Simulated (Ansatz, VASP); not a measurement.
**Two plane-wave programs on ZnSe**

INCAR

```
ALGO = Normal
EDIFF = 1E-7
ENCUT = 520
GGA = PE
ISIF = 2
ISMEAR = 0
LASPH = T
LCHARG = F
LREAL = F
LWAVE = F
NBANDS = 16
NELM = 60
PREC = Accurate
SIGMA = 0.05
```

Contents of KPOINTS:

```
k-points
0
Gamma
  6 6 6
```

The input POSCAR:

```
ZnSe
1.0
    0.0000000000      2.7012060940      2.7012060940
    2.7012060940      0.0000000000      2.7012060940
    2.7012060940      2.7012060940      0.0000000000
Zn Se
1 1
Direct
    0.0000000000      0.0000000000      0.0000000000
    0.5000000000      0.5000000000      0.5000000000
```

Input for Ansatz:

```yaml
crystal:
  lattice:
    - [0.0, 2.701206094, 2.701206094]
    - [2.701206094, 0.0, 2.701206094]
    - [2.701206094, 2.701206094, 0.0]
  atoms:
    - { symbol: Zn, position: [0.0, 0.0, 0.0] }
    - { symbol: Se, position: [0.5, 0.5, 0.5] }
basis:
  ecutwfc: 420
kpoints:
  mp_grid: { grid: [6, 6, 6] }
hamiltonian:
  xc: pbe
scf:
  occupations: { method: gaussian, width: 0.05 }
output:
  forces: true
  stress: true
  eigenvalues: true
```

Measurements of this composition are mostly on another form, of space group No. 216.

Alike in both runs: task single point; functional PBE; k mesh 6 × 6 × 6; occupations gaussian, width 0.05 eV; no spin polarisation.

|  | VASP | Ansatz |
| --- | --- | --- |
| version | VASP 6.6.1 | Ansatz 0.2.0 |
| potentials or method | VASP PAW PBE potentials, release 64 (Zn, Se) | scalar-relativistic, plane waves, PAW |
| plane-wave cutoff (eV) | 520 | 420 |
| valence electrons in the cell | 18 | 28 |

VASP gave:

- gap on the k mesh at the Fermi level (eV): none
- pressure (GPa): -1.0

**Question.** What did Ansatz give for the same quantities?

**Answer.** gap on the k mesh at the Fermi level (eV): none; pressure (GPa): -1.2.

A gap of «none» marks a metal or a gap that the smearing closes. The functional is the same, so the differences come from potentials, cutoffs and numerics. The two sets of potentials don't hold the same shells in valence.
